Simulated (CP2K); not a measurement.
# TiO2 (Anatase) (I4_1/amd) in CP2K: a series of runs, part 2 of 2

CP2K 2026.2. Earlier steps stand in the parts before.

### 3 Atomic charges, vdW-DF-cx

The input, tio2_charges.inp:

```
&GLOBAL
  PROJECT tio2_charges
  RUN_TYPE ENERGY_FORCE
  PRINT_LEVEL LOW
&END GLOBAL
&FORCE_EVAL
  METHOD QS
  STRESS_TENSOR ANALYTICAL
  &DFT
    BASIS_SET_FILE_NAME BASIS_MOLOPT_UZH
    POTENTIAL_FILE_NAME POTENTIAL_UZH
    &MGRID
      CUTOFF 850
      REL_CUTOFF 60
      NGRIDS 4
    &END MGRID
    &QS
      METHOD GPW
      EPS_DEFAULT 1.0E-10
    &END QS
    &KPOINTS
      SCHEME MONKHORST-PACK 10 10 10
      GAMMA_CENTERED T
      SYMMETRY T
      SYMMETRY_BACKEND SPGLIB
    &END KPOINTS
    &SCF
      SCF_GUESS ATOMIC
      EPS_SCF 1.0E-6
      MAX_SCF 100
      ADDED_MOS 24
      CHOLESKY OFF
      EPS_EIGVAL 1.0E-7
      &DIAGONALIZATION ON
        ALGORITHM STANDARD
      &END DIAGONALIZATION
      &MIXING ON
        METHOD BROYDEN_MIXING
        ALPHA 0.4
        BETA 1.5
        NBUFFER 8
      &END MIXING
      &SMEAR ON
        METHOD FERMI_DIRAC
        ELECTRONIC_TEMPERATURE [K] 580.226
      &END SMEAR
    &END SCF
    &XC
      &XC_FUNCTIONAL
        &GGA_X_LV_RPW86
        &END GGA_X_LV_RPW86
        &LDA_C_PW
        &END LDA_C_PW
      &END XC_FUNCTIONAL
      &VDW_POTENTIAL
        POTENTIAL_TYPE NON_LOCAL
        &NON_LOCAL
          TYPE DRSLL
          KERNEL_FILE_NAME vdW_kernel_table.dat
          CUTOFF 150
        &END NON_LOCAL
      &END VDW_POTENTIAL
    &END XC
    &PRINT
      &KPOINTS ON
      &END KPOINTS
      &MULLIKEN ON
      &END MULLIKEN
      &MO ON
        ENERGIES T
        OCCUPATION_NUMBERS T
        &EACH
          QS_SCF 0
        &END EACH
        ADD_LAST NUMERIC
      &END MO
      &LOWDIN ON
      &END LOWDIN
      &HIRSHFELD ON
        SHAPE_FUNCTION GAUSSIAN
      &END HIRSHFELD
      &VORONOI ON
        VORONOI_RADII COVALENT
      &END VORONOI
    &END PRINT
  &END DFT
  &SUBSYS
    &CELL
      A 5.4582037439 0.0000000000 0.0000000000
      B 2.8345989259 4.6644439153 0.0000000000
      C -4.1464013349 -2.3322219577 2.6758334814
      PERIODIC XYZ
    &END CELL
    &COORD
      Ti  2.7291018720 -0.0000000000 1.3379167407
      Ti  0.0000000000 0.0000000000 0.0000000000
      O   6.5670704342 3.6937731365 0.0000000000
      O   1.0033696364 -0.9706707788 1.3379167407
      O   4.4548341075 0.9706707787 1.3379167407
      O   1.7257322356 0.9706707788 0.0000000000
    &END COORD
    &KIND Ti
      BASIS_SET DZVP-MOLOPT-PBE-GTH-q12
      POTENTIAL GTH-PBE-q12
    &END KIND
    &KIND O
      BASIS_SET DZVP-MOLOPT-PBE-GTH-q6
      POTENTIAL GTH-PBE-q6
    &END KIND
    &PRINT
      &ATOMIC_COORDINATES ON
      &END ATOMIC_COORDINATES
      &CELL ON
      &END CELL
      &SYMMETRY ON
      &END SYMMETRY
    &END PRINT
  &END SUBSYS
  &PRINT
    &FORCES ON
    &END FORCES
    &STRESS_TENSOR ON
    &END STRESS_TENSOR
  &END PRINT
&END FORCE_EVAL
```

Potentials or basis: POTENTIAL_UZH Ti GTH-PBE-q12, O GTH-PBE-q6; DZVP-MOLOPT-PBE-GTH basis.

Run with:

```bash
$ OMP_NUM_THREADS=1 cp2k.psmp -i tio2_charges.inp -o tio2_charges.out
```

tio2_charges.out:

```text

 CP2K| version string:                                       CP2K version 2026.2
 CP2K| Input file name                                          tio2_charges.inp

 GLOBAL| Force Environment number                                              1
 GLOBAL| Basis set file name                                    BASIS_MOLOPT_UZH
 GLOBAL| Potential file name                                       POTENTIAL_UZH
 GLOBAL| MM Potential file name                                     MM_POTENTIAL
 GLOBAL| Coordinate file name                                      __STD_INPUT__
 GLOBAL| Method name                                                        CP2K
 GLOBAL| Project name                                               tio2_charges
 GLOBAL| Run type                                                   ENERGY_FORCE
 GLOBAL| FFT library                                                       FFTW3
 GLOBAL| Diagonalization library                                       ScaLAPACK
 GLOBAL| Cholesky decomposition library                                ScaLAPACK
 GLOBAL| DGEMM library                                                      BLAS
 GLOBAL| Direct generalized diagonalization requested                          F
 GLOBAL| Matrix multiplication library                                 ScaLAPACK
 GLOBAL| Global print level                                                  LOW
 GLOBAL| Total number of message passing processes                             1
 GLOBAL| Number of threads for this process                                    1
 GLOBAL| CPU model name                                                  UNKNOWN

 CELL| Volume [angstrom^3]:                                            68.125343
 CELL| Vector a [angstrom]:       5.458     0.000     0.000   |a| =     5.458204
 CELL| Vector b [angstrom]:       2.835     4.664     0.000   |b| =     5.458204
 CELL| Vector c [angstrom]:      -4.146    -2.332     2.676   |c| =     5.458204
 CELL| Angle (b,c), alpha [degree]:                                   139.434593
 CELL| Angle (a,c), beta  [degree]:                                   139.434593
 CELL| Angle (a,b), gamma [degree]:                                    58.712803
 CELL| Numerically orthorhombic:                                              NO
 CELL| Periodicity                                                           XYZ

 CELL_REF| Volume [angstrom^3]:                                        68.125343
 CELL_REF| Vector a [angstrom     5.458     0.000     0.000   |a| =     5.458204
 CELL_REF| Vector b [angstrom     2.835     4.664     0.000   |b| =     5.458204
[... 937 lines left out ...]
       3     O        2          6.494997                             -0.494997
       4     O        2          6.494986                             -0.494986
       5     O        2          6.494986                             -0.494986
       6     O        2          6.494996                             -0.494996
 # Total charge                             48.000000                  0.000000

 !-----------------------------------------------------------------------------!

 !-----------------------------------------------------------------------------!
                           Hirshfeld Charges

  #Atom  Element  Kind  Ref Charge     Population                    Net charge
      1       Ti     1      12.000         12.975                        -0.975
      2       Ti     1      12.000         12.975                        -0.975
      3       O      2       6.000          5.512                         0.488
      4       O      2       6.000          5.512                         0.488
      5       O      2       6.000          5.512                         0.488
      6       O      2       6.000          5.512                         0.488

  Total Charge                                                           -0.000
 !-----------------------------------------------------------------------------!

 VORONOI| Collecting electron density from MPI ranks and sending to library...
 VORONOI| Voronoi integration finished.

 LOWDIN POPULATION ANALYSIS

 #  Atom  Element  Kind  Atomic population                           Net charge
       1     Ti       1         12.746126                             -0.746126
       2     Ti       1         12.746147                             -0.746147
       3     O        2          5.667680                              0.332320
       4     O        2          5.586184                              0.413816
       5     O        2          5.667677                              0.332323
       6     O        2          5.586185                              0.413815
 # Total charge                             48.000000                  0.000000

 ENERGY| Total FORCE_EVAL ( QS ) energy [hartree]           -180.590371165924807

 FORCES| Atomic forces [hartree/bohr]
 FORCES|   Atom     x               y               z               |f|
 FORCES|      1  1.29936412E-05 -2.30664509E-05  4.92757559E-07   2.64790234E-05
 FORCES|      2 -6.35308730E-06  1.12527514E-05 -4.83119665E-07   1.29313393E-05
 FORCES|      3 -1.99913891E-03 -1.08012664E-03  2.48954792E-05   2.27241056E-03
 FORCES|      4 -2.17639112E-03 -1.28299361E-03  3.32790620E-05   2.52662986E-03
 FORCES|      5  2.22692056E-03  1.19328072E-03 -3.30254141E-05   2.52669443E-03
 FORCES|      6  1.96139537E-03  1.14711700E-03 -2.51584277E-05   2.27235168E-03
 FORCES| Sum     1.94264440E-05 -3.45362362E-05  3.37284987E-10
 FORCES| Total atomic force                                       3.96249712E-05

 STRESS| Analytical stress tensor [bar]
 STRESS|                        x                   y                   z
 STRESS|      x        2.04760215981E+04   2.92010860711E+03   3.09946242831E+02
 STRESS|      y        2.92010860711E+03   1.69260433053E+04   1.74409185125E+02
 STRESS|      z        3.09946242831E+02   1.74409185125E+02   1.53819048984E+04
 STRESS| 1/3 Trace                                             1.75946566006E+04
 STRESS| Determinant                                           5.19793506823E+12

 STRESS| Eigenvectors and eigenvalues of the analytical stress tensor [bar]
 STRESS|                        1                   2                   3
 STRESS| Eigenvalues   1.52837789716E+04   1.53631805957E+04   2.21370102345E+04
 STRESS|      x          -0.490146026767     -0.046341325222      0.870407579253
 STRESS|      y           0.871639701683     -0.024855776511      0.489516517417
 STRESS|      z          -0.001050187872      0.998616378771      0.052575898991
```

Run time: 2.9 min. Hardware: 1 thread of Arm Neoverse V2, shared host; peak memory 0.98 GiB.

What came out:

* Free energy: -4914.1139 eV
* Pressure: 1.8 GPa
* Largest force: 0.130 eV/Å
* Band gap on the k mesh: 2.07 eV, indirect (least direct gap 2.42 eV)
* Mulliken charges: Ti +0.99; O -0.49 e
* Hirshfeld charges: Ti -0.97; O +0.49 e
* Voronoi charges: Ti -0.49, -0.50; O +0.25 e

Forces on the atoms (eV/Å):
```
Ti   0.001 -0.001  0.000
Ti   0.000  0.001  0.000
O   -0.103 -0.056  0.001
O   -0.112 -0.066  0.002
O    0.115  0.061 -0.002
O    0.101  0.059 -0.001
```

Levels at points of the mesh, in eV from the valence-band top:
```csv
k point,band 20,band 21,band 22,band 23,band 24,band 25,band 26,band 27,band 28,band 29
"(0.00, 0.00, 0.00)",-0.80,-0.80,-0.80,-0.47,-0.47,2.07,2.83,3.99,3.99,4.02
"(0.00, 0.00, 0.50)",-2.70,-2.11,-2.11,-0.03,-0.03,3.33,3.33,3.84,3.84,4.94
"(0.00, 0.50, 0.00)",-2.01,-1.99,-0.96,-0.87,-0.66,3.23,3.55,3.57,3.66,4.32
"(0.50, 0.50, 0.50)",-1.39,-1.29,-1.29,-0.13,-0.13,2.43,2.43,3.77,3.77,4.26
```

Caveat: Hirshfeld charges from Gaussian shapes aren't those from atomic densities; Mulliken charges move with the basis; the potentials were made for another functional, which shifts forces and pressure; the basis of atomic orbitals isn't converged, which shifts pressures, moduli and gaps. A k mesh can miss the band edges.

### 4 Atomic charges, PW91

tio2_charges.inp, as its differences from that of step 3:

```diff
@@ -49,15 +49,7 @@
       &XC_FUNCTIONAL
-        &GGA_X_LV_RPW86
-        &END GGA_X_LV_RPW86
-        &LDA_C_PW
-        &END LDA_C_PW
+        &GGA_X_PW91
+        &END GGA_X_PW91
+        &GGA_C_PW91
+        &END GGA_C_PW91
       &END XC_FUNCTIONAL
-      &VDW_POTENTIAL
-        POTENTIAL_TYPE NON_LOCAL
-        &NON_LOCAL
-          TYPE DRSLL
-          KERNEL_FILE_NAME vdW_kernel_table.dat
-          CUTOFF 150
-        &END NON_LOCAL
-      &END VDW_POTENTIAL
     &END XC
```

Run with:

```bash
$ OMP_NUM_THREADS=1 cp2k.psmp -i tio2_charges.inp -o tio2_charges.out
```

Run time: 2.9 min. Hardware: 1 thread of Arm Neoverse V2, shared host; peak memory 0.9 GiB.

Results (log left out):

```yaml
Free_energy: -4919.8249 eV
Pressure: 5.7 GPa
Largest_force: 0.128 eV/Å
Band_gap_on_the_k_mesh: 2.06 eV, indirect (least direct gap 2.41 eV)
Mulliken_charges: Ti +1.02; O -0.51 e
Hirshfeld_charges: Ti -0.96; O +0.48 e
Voronoi_charges: Ti -0.48, -0.49; O +0.24 e
```

Forces on the atoms (eV/Å):
```
Ti   0.000  0.000  0.000
Ti   0.000  0.000  0.000
O   -0.112 -0.063  0.000
O   -0.112 -0.063  0.000
O    0.112  0.063  0.000
O    0.112  0.063  0.000
```

Stress tensor (GPa, compression positive):
```
6.26 0.55 0.00
0.55 5.59 0.00
0.00 0.00 5.28
```

Levels at points of the mesh, in eV from the valence-band top:
```
           k point  band 20  band 21  band 22  band 23  band 24  band 25  band 26  band 27  band 28  band 29
(0.00, 0.00, 0.00)    -0.81    -0.81    -0.81    -0.47    -0.47     2.06     2.81     3.97     3.97     3.99
(0.00, 0.00, 0.50)    -2.70    -2.09    -2.09    -0.03    -0.03     3.31     3.31     3.81     3.81     4.90
(0.00, 0.50, 0.00)    -1.99    -1.97    -0.94    -0.88    -0.66     3.21     3.53     3.54     3.63     4.28
(0.50, 0.50, 0.50)    -1.38    -1.28    -1.28    -0.13    -0.13     2.42     2.42     3.74     3.74     4.24
```

Caveat: Hirshfeld charges from Gaussian shapes aren't those from atomic densities; Mulliken charges move with the basis; the potentials were made for another functional, which shifts forces and pressure; the basis of atomic orbitals isn't converged, which shifts pressures, moduli and gaps. A k mesh can miss the band edges.

### 5 Atomic charges, MS2

tio2_charges.inp, as its differences from that of step 4:

```diff
@@ -49,6 +49,6 @@
       &XC_FUNCTIONAL
-        &GGA_X_PW91
-        &END GGA_X_PW91
-        &GGA_C_PW91
-        &END GGA_C_PW91
+        &MGGA_X_MS2
+        &END MGGA_X_MS2
+        &GGA_C_REGTPSS
+        &END GGA_C_REGTPSS
       &END XC_FUNCTIONAL
```

Potentials or basis: POTENTIAL_UZH Ti GTH-PBE-q12, O GTH-PBE-q6; DZVP-MOLOPT-PBE-GTH basis.

Run with:

```bash
$ OMP_NUM_THREADS=1 cp2k.psmp -i tio2_charges.inp -o tio2_charges.out
```

tio2_charges.out:

```text

 CP2K| version string:                                       CP2K version 2026.2
 CP2K| Input file name                                          tio2_charges.inp

 GLOBAL| Force Environment number                                              1
 GLOBAL| Basis set file name                                    BASIS_MOLOPT_UZH
 GLOBAL| Potential file name                                       POTENTIAL_UZH
 GLOBAL| MM Potential file name                                     MM_POTENTIAL
 GLOBAL| Coordinate file name                                      __STD_INPUT__
 GLOBAL| Method name                                                        CP2K
 GLOBAL| Project name                                               tio2_charges
 GLOBAL| Run type                                                   ENERGY_FORCE
 GLOBAL| FFT library                                                       FFTW3
 GLOBAL| Diagonalization library                                       ScaLAPACK
 GLOBAL| Cholesky decomposition library                                ScaLAPACK
 GLOBAL| DGEMM library                                                      BLAS
 GLOBAL| Direct generalized diagonalization requested                          F
 GLOBAL| Matrix multiplication library                                 ScaLAPACK
 GLOBAL| Global print level                                                  LOW
 GLOBAL| Total number of message passing processes                             1
 GLOBAL| Number of threads for this process                                    1
 GLOBAL| CPU model name                                                  UNKNOWN

 CELL| Volume [angstrom^3]:                                            68.125343
 CELL| Vector a [angstrom]:       5.458     0.000     0.000   |a| =     5.458204
[... 971 lines left out ...]

 VORONOI| Collecting electron density from MPI ranks and sending to library...
 VORONOI| Voronoi integration finished.

 LOWDIN POPULATION ANALYSIS

 #  Atom  Element  Kind  Atomic population                           Net charge
       1     Ti       1         12.657711                             -0.657711
       2     Ti       1         12.657711                             -0.657711
       3     O        2          5.707989                              0.292011
       4     O        2          5.634300                              0.365700
       5     O        2          5.707989                              0.292011
       6     O        2          5.634300                              0.365700
 # Total charge                             48.000000                  0.000000

 ENERGY| Total FORCE_EVAL ( QS ) energy [hartree]           -180.694187422285125

 FORCES| Atomic forces [hartree/bohr]
 FORCES|   Atom     x               y               z               |f|
 FORCES|      1 -6.13791900E-10 -1.42436012E-10  8.79420002E-10   1.08185399E-09
 FORCES|      2  4.61973164E-10 -2.52435602E-12 -9.12141768E-10   1.02246182E-09
 FORCES|      3 -2.14750490E-04 -1.20807932E-04  8.70351026E-09   2.46398720E-04
 FORCES|      4 -2.14754453E-04 -1.20801146E-04 -9.73623610E-09   2.46398847E-04
 FORCES|      5  2.14750656E-04  1.20808064E-04 -8.68684013E-09   2.46398930E-04
 FORCES|      6  2.14754437E-04  1.20801158E-04  9.75218565E-09   2.46398840E-04
 FORCES| Sum    -1.26397330E-12 -2.19732002E-14 -1.02080713E-13
 FORCES| Total atomic force                                       1.26827907E-12

 STRESS| Analytical stress tensor [bar]
 STRESS|                        x                   y                   z
 STRESS|      x        2.05476259453E+04   1.83247462337E+03  -6.35127970730E-01
 STRESS|      y        1.83247462337E+03   1.83204661159E+04  -3.56456066249E-01
 STRESS|      z       -6.35127970730E-01  -3.56456066249E-01   1.72898331955E+04
 STRESS| 1/3 Trace                                             1.87193084189E+04
 STRESS| Determinant                                           6.45056222203E+12

 STRESS| Eigenvectors and eigenvalues of the analytical stress tensor [bar]
 STRESS|                        1                   2                   3
 STRESS| Eigenvalues   1.72897457963E+04   1.72898330773E+04   2.15783463832E+04
 STRESS|      x          -0.490230393797     -0.003706109831      0.871585007757
 STRESS|      y           0.871557431015      0.006935346524      0.490244373156
 STRESS|      z          -0.007861643544      0.999969082381     -0.000169830094
```

voronoi:

```text
[... 8 lines left out ...]
     5     8        0.7500000000        4.4548341075        0.9706707787        1.3379167407        8.0961763499        6.0000000000        0.2050968784      -14.2763976672       -8.4339357471       -0.3454067888        0.0246361283        0.0145540582        0.0005960527       -0.0079498980        0.0000794641       -0.0013057897        0.0000794641       -0.0080464549        0.0023230877       -0.0013057897        0.0023230877       -0.0080910345
     6     8        0.7500000000        1.7257322356        0.9706707788        0.0000000000        8.1000011190        6.0000000000        0.2007651894      -14.0759696826       -7.6927151952       -0.4532548958        0.0242721154        0.0132650521        0.0007815771       -0.0079614465        0.0000802744        0.0013036242        0.0000802744       -0.0080572716       -0.0023205639        0.0013036242       -0.0023205639       -0.0081048077
```

Run time: 6.7 min. Hardware: 1 thread of Arm Neoverse V2, shared host; peak memory 0.93 GiB.

Results:

- Free energy: -4916.9389 eV
- Pressure: 1.9 GPa
- Largest force: 0.013 eV/Å
- Band gap on the k mesh: 2.50 eV, indirect (least direct gap 2.87 eV)
- Mulliken charges: Ti +1.24; O -0.62 e
- Hirshfeld charges: Ti -0.90; O +0.45 e
- Voronoi charges: Ti -0.40, -0.41; O +0.20, +0.21 e

Forces on the atoms (eV/Å):
```
Ti   0.000  0.000  0.000
Ti   0.000  0.000  0.000
O   -0.011 -0.006  0.000
O   -0.011 -0.006  0.000
O    0.011  0.006  0.000
O    0.011  0.006  0.000
```

Stress tensor (GPa, compression positive):
```
2.05 0.18 0.00
0.18 1.83 0.00
0.00 0.00 1.73
```

Caveat: Hirshfeld charges from Gaussian shapes aren't those from atomic densities; Mulliken charges move with the basis; the potentials were made for another functional, which shifts forces and pressure; the basis of atomic orbitals isn't converged, which shifts pressures, moduli and gaps. A k mesh can miss the band edges.

### 6 Summary

| level | cutoff of the non-local correlation (Ry) | gap on the mesh (eV) | pressure (GPa) | largest force (eV/Å) |
| --- | --- | --- | --- | --- |
| rev-vdW-DF2 | 150 Ry | 2.06 | 3.7 | 0.16 |
| vdW-DF-cx | 150 Ry | 2.07 | 1.8 | 0.13 |
| PW91 | - | 2.06 | 5.7 | 0.13 |
| MS2 | - | 2.50 | 1.9 | 0.01 |

Alike in all rows: task atomic charges; potentials or basis POTENTIAL_UZH Ti GTH-PBE-q12, O GTH-PBE-q6; DZVP-MOLOPT-PBE-GTH basis; no spin polarisation; cell as given; k mesh 10 × 10 × 10; smearing fermi-dirac 0.05 eV.

Caveats: the potentials were made for another functional, which shifts forces and pressure; the basis of atomic orbitals isn't converged, which shifts pressures, moduli and gaps.

Absolute energies hang on the potentials; compare differences alone.
